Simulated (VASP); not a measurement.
# ZnS in VASP: a series of runs, part 2 of 3

VASP 6.6.1. The steps go on from the part before.

### Step 4. Single point, PBE+D3(BJ)

Input file INCAR:

```
PREC     = Accurate       # precision mode
ENCUT    = 520            # plane-wave cutoff, eV
EDIFF    = 1E-7           # SCF threshold, eV
ISMEAR   = 0              # smearing method
SIGMA    = 0.01           # smearing width, eV
LREAL    = False          # projectors in reciprocal space
LASPH    = True           # aspherical terms in the spheres
NELM     = 100            # most SCF steps
ALGO     = Normal         # electronic algorithm
ISIF     = 2              # what is computed and relaxed
LWAVE    = False          # write WAVECAR
LCHARG   = False          # write CHGCAR
GGA      = PE             # functional
IVDW     = 12             # dispersion correction
NBANDS   = 26             # bands
```

Input file KPOINTS:

```
Automatic mesh
0
Gamma
  6 6 4
```

Input file POSCAR:

```
ZnS
1.0
    3.8110000000      0.0000000000      0.0000000000
   -1.9055000000      3.3004230000      0.0000000000
    0.0000000000      0.0000000000      6.2340000000
Zn S
2 2
Direct
    0.3267733753      0.6666666667      0.0000000000
    0.6666666667      0.3333333333      0.5000000000
    0.3333333333      0.6666666667      0.3850000000
    0.6666666667      0.3333333333      0.8850000000
```

The run is started by

```console
> cat potpaw_PBE.64/Zn/POTCAR potpaw_PBE.64/S/POTCAR > POTCAR
> mpirun -np 1 vasp_std > vasp.out
```

Run time: 3.6 min. Hardware: 1 thread of Intel Xeon 8259CL, shared host; peak memory 0.25 GiB.

Results (log left out):

```
Free energy                : -14.8876 eV
Pressure                   : -0.3 GPa
Largest force              : 0.372 eV/Å
Band gap on the k mesh     : 2.25 eV
Dispersion energy per atom : -0.310 eV
```

Forces on the atoms (eV/Å):
```
Zn   0.169  0.006  0.331
Zn   0.003  0.000  0.327
S   -0.007  0.000 -0.328
S   -0.165 -0.007 -0.331
```

Stress tensor (GPa, compression positive):
```
 0.44  0.30  0.20
 0.30  0.42  0.01
 0.20  0.01 -1.63
```

Levels at points of the mesh, in eV from the valence-band top:
```csv
k point,band 15,band 16,band 17,band 18,band 19,band 20,band 21,band 22
"(0.00, 0.00, 0.00)",-0.84,-0.02,-0.01,0.00,2.25,2.99,6.27,6.32
"(0.50, 0.00, 0.00)",-3.14,-2.25,-1.58,-0.98,3.63,4.28,5.18,7.14
"(0.00, 0.50, 0.00)",-3.16,-2.25,-1.56,-0.98,3.61,4.27,5.18,7.14
"(0.50, 0.50, 0.00)",-3.17,-2.26,-1.54,-0.99,3.59,4.26,5.18,7.13
"(0.00, 0.00, 0.50)",-0.49,-0.46,-0.45,-0.42,3.51,3.51,6.67,6.72
"(0.50, 0.00, 0.50)",-1.67,-1.66,-1.54,-1.53,3.60,3.64,5.13,5.17
"(0.00, 0.50, 0.50)",-1.67,-1.66,-1.53,-1.53,3.61,3.61,5.14,5.14
"(0.50, 0.50, 0.50)",-1.67,-1.66,-1.54,-1.52,3.59,3.63,5.12,5.16
```

Caveat: three body term missing.

### Step 5. Single point, PBE+D3(BJ)

Input file INCAR:

```
ALGO = Normal
EDIFF = 1E-6
ENCUT = 520
GGA = PE
ISIF = 2
ISMEAR = 0
IVDW = 12
LASPH = True
LCHARG = False
LREAL = False
LWAVE = False
NBANDS = 26
NELM = 80
PREC = Accurate
SIGMA = 0.01
```

Input file KPOINTS:

```
k-points
0
Gamma
  6 6 4
```

Changes to POSCAR since step 4:

```diff
@@ -8,3 +8,3 @@
 Direct
-    0.3267733753      0.6666666667      0.0000000000
+    0.3398932913      0.6666666667      0.0000000000
     0.6666666667      0.3333333333      0.5000000000
```

Potentials or basis: VASP PAW PBE potentials, release 64 (Zn, S).

The run is started by

```console
> cat potpaw_PBE.64/Zn/POTCAR potpaw_PBE.64/S/POTCAR > POTCAR
> mpirun -np 1 vasp_std > vasp.out
```

OUTCAR:

```text
EDIFF = 1E-6
   ENCUT = 520
   GGA = PE
   ISIF = 2
   ISMEAR = 0
   IVDW = 12
   LASPH = True
   LREAL = False
   NELM = 80
   PREC = Accurate
 IVDW          = 12

 ion  position               nearest neighbor table
   1  0.340  0.667  0.000-   4 2.29   4 2.31   4 2.33   3 2.40
   2  0.667  0.333  0.500-   3 2.31   3 2.31   3 2.31   4 2.40
   3  0.333  0.667  0.385-   2 2.31   2 2.31   2 2.31   1 2.40
   4  0.667  0.333  0.885-   1 2.29   1 2.31   1 2.33   2 2.40

  LATTYP: Found a hexagonal cell.
 ALAT       =     3.8110000000
 C/A-ratio  =     1.6357911309

  Lattice vectors:

 A1 = (   3.8110000000,   0.0000000000,   0.0000000000)
 A2 = (  -1.9055000000,   3.3004230000,   0.0000000000)
 A3 = (   0.0000000000,   0.0000000000,   6.2340000000)

Analysis of symmetry for initial positions (statically):
=====================================================================
 Subroutine PRICEL returns:
 Original cell was already a primitive cell.

 Routine SETGRP: Setting up the symmetry group for a
 hexagonal supercell.

 Subroutine GETGRP returns: Found  1 space group operations
 (whereof  1 operations were pure point group operations)
 out of a pool of 24 trial point group operations.

The static configuration has the point symmetry C_1 .

Analysis of symmetry for dynamics (positions and initial velocities):
=====================================================================
 Subroutine PRICEL returns:
 Original cell was already a primitive cell.

 Routine SETGRP: Setting up the symmetry group for a
 hexagonal supercell.

 Subroutine GETGRP returns: Found  1 space group operations
 (whereof  1 operations were pure point group operations)
 out of a pool of 24 trial point group operations.

The dynamic configuration has the point symmetry C_1 .

 Subroutine INISYM returns: Found  1 space group operations
 (whereof  1 operations are pure point group operations),
 and found     1 'primitive' translations

----------------------------------------------------------------------------------------

                                     Primitive cell

  volume of cell :      78.4107

  direct lattice vectors                    reciprocal lattice vectors
     3.811000000  0.000000000  0.000000000     0.262398321  0.151495733  0.000000000
    -1.905500000  3.300423000  0.000000000     0.000000000  0.302991465  0.000000000
     0.000000000  0.000000000  6.234000000     0.000000000  0.000000000  0.160410651

  length of vectors
     3.811000000  3.811000161  6.234000000     0.302991478  0.302991465  0.160410651

  position of ions in fractional coordinates (direct lattice)
     0.339893291  0.666666667  0.000000000
     0.666666667  0.333333333  0.500000000
     0.333333333  0.666666667  0.385000000
     0.666666667  0.333333333  0.885000000

  ion indices of the primitive-cell ions
   primitive index   ion index
                 1           1
                 2           2
                 3           3
                 4           4

----------------------------------------------------------------------------------------

 KPOINTS: k-points

Automatic generation of k-mesh.
 Grid dimensions read from file:
 generate k-points for:    6    6    4

 Generating k-lattice:

  Cartesian coordinates                     Fractional coordinates (reciprocal lattice)
     0.043733053  0.025249289  0.000000000     0.166666667  0.000000000  0.000000000
     0.000000000  0.050498578  0.000000000     0.000000000  0.166666667  0.000000000
     0.000000000  0.000000000  0.040102663     0.000000000  0.000000000  0.250000000

  Length of vectors
     0.050498580  0.050498578  0.040102663

  Shift w.r.t. Gamma in fractional coordinates (k-lattice)
     0.000000000  0.000000000  0.000000000

 Subroutine IBZKPT returns following result:
 ===========================================

 Found     76 irreducible k-points:

 Following reciprocal coordinates:
            Coordinates               Weight
  0.000000  0.000000  0.000000      1.000000
  0.166667  0.000000  0.000000      2.000000
  0.000000  0.166667  0.000000      2.000000
 -0.166667  0.166667  0.000000      2.000000
  0.333333  0.000000  0.000000      2.000000
  0.000000  0.333333  0.000000      2.000000
[... 16 lines left out ...]
  0.000000  0.166667  0.250000      2.000000
 -0.166667  0.166667  0.250000      2.000000
 [... further k-points ...]
   k-points           NKPTS =     76   k-points in BZ     NKDIM =     76   number of bands    NBANDS=     26
   number of dos      NEDOS =    301   number of ions     NIONS =      4
   total plane-waves  NPLWV =  37632
   dimension x,y,z NGX =    28 NGY =   28 NGZ =   48
   dimension x,y,z NGXF=    56 NGYF=   56 NGZF=   96
   ions per type =               2   2
   NGX,Y,Z   is equivalent  to a cutoff of  12.21, 12.21, 12.80 a.u.
   NGXF,Y,Z  is equivalent  to a cutoff of  24.43, 24.43, 25.60 a.u.
 SYSTEM =  unknown system
   PREC   = accura    normal or accurate (medium, high low for compatibility)
   ISTART =      0    job   : 0-new  1-cont  2-samecut
   ICHARG =      2    charge: 1-file 2-atom 10-const
   ISPIN  =      1    spin polarized calculation?
   LNONCOLLINEAR =      F non collinear calculations
   LSORBIT =      F    spin-orbit coupling
   LASPH  =      T    aspherical Exc in radial PAW
   ENCUT  =  520.0 eV  38.22 Ry    6.18 a.u.   7.09  7.09 11.59*2*pi/ulx,y,z
   NELM   =     80;   NELMIN=  2; NELMDL= -5     # of ELM steps
   EDIFF  = 0.1E-05   stopping-criterion for ELM
   LREAL  =      F    real-space projection
   EDIFFG = 0.1E-04   stopping-criterion for IOM
   NSW    =      0    number of steps for IOM
   IBRION =     -1    ionic relax: 0-MD 1-quasi-New 2-CG
   NFREE  =      0    steps in history (QN), initial steepest desc. (CG)
   ISIF   =      2    stress and relaxation
   ISYM   =      2    0-nonsym 1-usesym 2-fastsym
   POTIM  = 0.5000    time-step for ionic-motion
   TEBEG  =    0.0;   TEEND  =   0.0 temperature during run
   PSTRESS=    0.0 pullay stress
   NELECT =      36.0000    total number of electrons
   NUPDOWN=      -1.0000    fix difference up-down
   EMIN   =  10.00;   EMAX   =-10.00  energy-range for DOS
   EFERMI =   0.00;   METHOD = LEGACY
   ISMEAR =     0;   SIGMA  =   0.01  broadening in eV -4-tet -1-fermi 0-gaus
   EFERMI_NEDOS =   21; number of points for ismear=-14 and -15
   IALGO  =     38    algorithm
   IMIX   =      4    mixing-type and parameters
     AMIX     =   0.40;   BMIX     =  1.00
     AMIX_MAG =   1.60;   BMIX_MAG =  1.00
  volume/ion in A,a.u.               =      19.60       132.29
  Fermi-wavevector in a.u.,A,eV,Ry     =   1.262943  2.386617 21.701646  1.595026
  Thomas-Fermi vector in A             =   2.396326
   LORBIT       =      0    0 simple, 1 ext, 2 COOP (PROOUT), +10 PAW based schemes
   GGA     = PE    functional components
   LHFCALC =     F    Hartree Fock is set to
   AEXX    =    0.0000 exact exchange contribution
   IVDW    =    12    specifies the selected vdW correction
   LEPSILON=     F    determine dielectric tensor
   LRPA    =     F    only Hartree local field effects (RPA)
 non-spin polarized calculation
 Gauss-broadening in eV      SIGMA  =   0.01
  energy-cutoff  :      520.00
  volume of cell :       78.41
 maximum number of plane-waves:      2133
   NGX = 15   NGY = 15   NGZ = 23

 number of electron      35.9999983 magnetization

 Free energy of the ion-electron system (eV)
  ---------------------------------------------------
  ext. energy  EPLUGINS =         0.00000000
  ---------------------------------------------------
  free energy    TOTEN  =       -13.64864265 eV

  energy without entropy =      -13.64864265  energy(sigma->0) =      -13.64864265

 E-fermi :   2.2694     XC(G=0):  -9.6507

 val. band max:        2.1674620641   @ k =   0.0000   0.0000   0.0000
 cond. band min:       4.4166738730   @ k =   0.0000   0.0000   0.0000
 fundamental gap:      2.2492118089
 Fermi energy:         2.2694381784

 k-point     1 :       0.0000    0.0000    0.0000
  band No.  band energies     occupation
      1     -11.0302      2.00000
      2     -10.1071      2.00000
      3      -4.2155      2.00000
      4      -4.1998      2.00000
      5      -4.1458      2.00000
      6      -4.1396      2.00000
[... 685 lines left out ...]
     25      10.2426      0.00000
     26      10.5278      0.00000

 [... further k-points ...]

------------------------ aborting loop because EDIFF is reached ----------------------------------------

 Edisp (eV)   -1.23898

 E8    (eV) :    -0.4869

  FORCE on cell =-STRESS in cart. coord.  units (eV):
  Direction    XX          YY          ZZ          XY          YZ          ZX
  --------------------------------------------------------------------------------------
  -------------------------------------------------------------------------------------
  Total       0.22902     0.22131    -0.78468    -0.14819     0.00484    -0.09562
  in kB       4.67962     4.52210   -16.03354    -3.02804     0.09889    -1.95381
  external pressure =       -2.28 kB  Pullay stress =        0.00 kB

 VOLUME and BASIS-vectors are now :
 -----------------------------------------------------------------------------
  energy-cutoff  :      520.00
  volume of cell :       78.41
      direct lattice vectors                 reciprocal lattice vectors
     3.811000000  0.000000000  0.000000000     0.262398321  0.151495733  0.000000000
    -1.905500000  3.300423000  0.000000000     0.000000000  0.302991465  0.000000000
     0.000000000  0.000000000  6.234000000     0.000000000  0.000000000  0.160410651

 POSITION                                       TOTAL-FORCE (eV/Angst)
 -----------------------------------------------------------------------------------
      0.02500      2.20028      0.00000        -0.169277      0.006327      0.331335
      1.90550      1.10014      3.11700        -0.003383      0.000050      0.327161
     -0.00000      2.20028      2.40009         0.007450      0.000293     -0.327605
      1.90550      1.10014      5.51709         0.165209     -0.006670     -0.330892
 -----------------------------------------------------------------------------------
    total drift:                                0.000246     -0.000508      0.000491

  FREE ENERGIE OF THE ION-ELECTRON SYSTEM (eV)
  ---------------------------------------------------
  free  energy   TOTEN  =       -14.8876237809 eV

  energy  without entropy=      -14.8876237809  energy(sigma->0) =      -14.88762378
```

OSZICAR:

```text
N       E                     dE             d eps       ncg     rms          rms(c)
DAV:   1     0.245263978414E+03    0.24526E+03   -0.17082E+04  3952   0.167E+03
DAV:   2     0.997924652544E+01   -0.23528E+03   -0.22478E+03  4076   0.349E+02
DAV:   3    -0.139247187934E+02   -0.23904E+02   -0.23662E+02  4706   0.111E+02
DAV:   4    -0.145006934208E+02   -0.57597E+00   -0.57472E+00  4600   0.173E+01
DAV:   5    -0.145095600817E+02   -0.88667E-02   -0.88641E-02  4754   0.213E+00    0.992E+00
DAV:   6    -0.136584360145E+02    0.85112E+00   -0.16406E+00  5900   0.372E+01    0.762E+00
DAV:   7    -0.136545312307E+02    0.39048E-02   -0.12589E+00  4158   0.656E+00    0.346E+00
DAV:   8    -0.136477877321E+02    0.67435E-02   -0.35740E-02  4924   0.180E+00    0.986E-01
DAV:   9    -0.136482770626E+02   -0.48933E-03   -0.95009E-03  5388   0.132E+00    0.233E-01
DAV:  10    -0.136484206610E+02   -0.14360E-03   -0.61153E-04  4590   0.342E-01    0.952E-02
DAV:  11    -0.136486394820E+02   -0.21882E-03   -0.34108E-04  4092   0.127E-01    0.547E-02
DAV:  12    -0.136486392003E+02    0.28171E-06   -0.15549E-05  4912   0.486E-02    0.104E-02
DAV:  13    -0.136486425257E+02   -0.33255E-05   -0.50235E-06  4102   0.231E-02    0.296E-03
DAV:  14    -0.136486426491E+02   -0.12334E-06   -0.45581E-07  3418   0.157E-02
   1 F= -.14887624E+02 E0= -.14887624E+02  d E =-.269293E-49
```

stdout:

```text
POSCAR found type information on POSCAR ZnS
 POSCAR found :  2 types and       4 ions
 scaLAPACK will be used
 LDA part: xc-table for (Slater+PW92), standard interpolation
 POSCAR, INCAR and KPOINTS ok, starting setup
 FFT: planning ... GRIDC
 FFT: planning ... GRID_SOFT
 FFT: planning ... GRID
 WAVECAR not read
 entering main loop
```

It took 4.1 min on 1 thread of Intel Xeon 8259CL, shared host; peak memory 0.25 GiB.

What came out:

| Property | Result |
| --- | --- |
| Free energy | -14.8876 eV |
| Pressure | -0.2 GPa |
| Largest force | 0.372 eV/Å |
| Band gap on the k mesh | 2.25 eV |
| Dispersion energy per atom | -0.310 eV |

Forces on the atoms (eV/Å):
```
Zn  -0.169  0.006  0.331
Zn  -0.003  0.000  0.327
S    0.007  0.000 -0.328
S    0.165 -0.007 -0.331
```

Stress tensor (GPa, compression positive):
```
 0.47 -0.30 -0.20
-0.30  0.45  0.01
-0.20  0.01 -1.60
```

Levels at points of the mesh, in eV from the valence-band top:
```csv
k point,band 16,band 17,band 18,band 19,band 20,band 21
"(0.00, 0.00, 0.00)",-0.02,-0.01,0.00,2.25,2.99,6.27
"(0.50, 0.00, 0.00)",-2.26,-1.54,-0.99,3.59,4.26,5.18
"(0.00, 0.50, 0.00)",-2.25,-1.56,-0.98,3.61,4.27,5.18
"(0.50, 0.50, 0.00)",-2.25,-1.58,-0.98,3.63,4.28,5.18
"(0.00, 0.00, 0.50)",-0.46,-0.45,-0.42,3.51,3.51,6.67
"(0.50, 0.00, 0.50)",-1.66,-1.54,-1.52,3.59,3.63,5.12
"(0.00, 0.50, 0.50)",-1.66,-1.53,-1.53,3.61,3.61,5.14
"(0.50, 0.50, 0.50)",-1.66,-1.54,-1.53,3.60,3.64,5.13
```

Caveat: three body term missing.

### Step 6. Single point, PBE+D3(BJ)

Changes to INCAR since step 5:

```diff
@@ -8,4 +8,6 @@
 LASPH = True
-LCHARG = False
+LCHARG = True
+LELF = True
 LREAL = False
+LVHAR = True
 LWAVE = False
```

KPOINTS is that of step 5.

Changes to POSCAR since step 5:

```diff
@@ -8,3 +8,3 @@
 Direct
-    0.3398932913      0.6666666667      0.0000000000
+    0.3464532494      0.6666666667      0.0000000000
     0.6666666667      0.3333333333      0.5000000000
```

Potentials or basis: VASP PAW PBE potentials, release 64 (Zn, S).

The run is started by

```console
> cat potpaw_PBE.64/Zn/POTCAR potpaw_PBE.64/S/POTCAR > POTCAR
> mpirun -np 1 vasp_std > vasp.out
```

OUTCAR:

```text
EDIFF = 1E-6
   ENCUT = 520
   GGA = PE
   ISIF = 2
   ISMEAR = 0
   IVDW = 12
   LASPH = True
   LREAL = False
   NELM = 80
   PREC = Accurate
 IVDW          = 12

 ion  position               nearest neighbor table
   1  0.346  0.667  0.000-   4 2.27   4 2.31   4 2.36   3 2.40
   2  0.667  0.333  0.500-   3 2.31   3 2.31   3 2.31   4 2.40
   3  0.333  0.667  0.385-   2 2.31   2 2.31   2 2.31   1 2.40
   4  0.667  0.333  0.885-   1 2.27   1 2.31   1 2.36   2 2.40

  LATTYP: Found a hexagonal cell.
[... 897 lines left out ...]

  FORCE on cell =-STRESS in cart. coord.  units (eV):
  Direction    XX          YY          ZZ          XY          YZ          ZX
  --------------------------------------------------------------------------------------
  -------------------------------------------------------------------------------------
  Total       0.26509     0.23282    -0.78186    -0.29656     0.01936    -0.19194
  in kB       5.41659     4.75728   -15.97577    -6.05972     0.39549    -3.92196
  external pressure =       -1.93 kB  Pullay stress =        0.00 kB

 VOLUME and BASIS-vectors are now :
 -----------------------------------------------------------------------------
  energy-cutoff  :      520.00
  volume of cell :       78.41
      direct lattice vectors                 reciprocal lattice vectors
     3.811000000  0.000000000  0.000000000     0.262398321  0.151495733  0.000000000
    -1.905500000  3.300423000  0.000000000     0.000000000  0.302991465  0.000000000
     0.000000000  0.000000000  6.234000000     0.000000000  0.000000000  0.160410651

 POSITION                                       TOTAL-FORCE (eV/Angst)
 -----------------------------------------------------------------------------------
      0.05000      2.20028      0.00000        -0.340176      0.026576      0.344001
      1.90550      1.10014      3.11700        -0.006576     -0.000190      0.327329
     -0.00000      2.20028      2.40009         0.015154      0.000720     -0.329172
      1.90550      1.10014      5.51709         0.331598     -0.027106     -0.342158
 -----------------------------------------------------------------------------------
    total drift:                               -0.000334     -0.000293      0.000437

  FREE ENERGIE OF THE ION-ELECTRON SYSTEM (eV)
  ---------------------------------------------------
  free  energy   TOTEN  =       -14.8812623996 eV

  energy  without entropy=      -14.8812623996  energy(sigma->0) =      -14.88126240
```

OSZICAR:

```text
N       E                     dE             d eps       ncg     rms          rms(c)
DAV:   1     0.245545612544E+03    0.24555E+03   -0.17080E+04  3952   0.167E+03
DAV:   2     0.102899284162E+02   -0.23526E+03   -0.22443E+03  4042   0.350E+02
DAV:   3    -0.139078797305E+02   -0.24198E+02   -0.23947E+02  4730   0.112E+02
DAV:   4    -0.144954885426E+02   -0.58761E+00   -0.58632E+00  4584   0.175E+01
DAV:   5    -0.145044703181E+02   -0.89818E-02   -0.89789E-02  4838   0.215E+00    0.993E+00
DAV:   6    -0.136520357984E+02    0.85243E+00   -0.16438E+00  5900   0.372E+01    0.763E+00
DAV:   7    -0.136481944446E+02    0.38414E-02   -0.12621E+00  4166   0.657E+00    0.346E+00
DAV:   8    -0.136414134453E+02    0.67810E-02   -0.35916E-02  4884   0.181E+00    0.987E-01
DAV:   9    -0.136419039562E+02   -0.49051E-03   -0.95396E-03  5408   0.133E+00    0.233E-01
DAV:  10    -0.136420468387E+02   -0.14288E-03   -0.61330E-04  4594   0.344E-01    0.955E-02
DAV:  11    -0.136422659046E+02   -0.21907E-03   -0.34076E-04  4096   0.133E-01    0.552E-02
DAV:  12    -0.136422656332E+02    0.27143E-06   -0.15786E-05  4912   0.593E-02    0.956E-03
DAV:  13    -0.136422686880E+02   -0.30548E-05   -0.38242E-06  4118   0.259E-02    0.561E-03
DAV:  14    -0.136422690849E+02   -0.39693E-06   -0.93425E-07  3400   0.155E-02
   1 F= -.14881262E+02 E0= -.14881262E+02  d E =-.377898E-45
```

Run time: 3.6 min. Hardware: 1 thread of Intel Xeon 8259CL, shared host; peak memory 0.25 GiB.

What came out:

* Free energy: -14.8813 eV
* Pressure: -0.2 GPa
* Largest force: 0.485 eV/Å
* Band gap on the k mesh: 2.24 eV
* Dispersion energy per atom: -0.310 eV

Forces in eV/Å, atoms in the order of the input:
```
Zn  -0.340  0.027  0.344
Zn  -0.007  0.000  0.327
S    0.015  0.001 -0.329
S    0.332 -0.027 -0.342
```

Caveat: three body term missing.

(Part 2 of 3 ends here.)
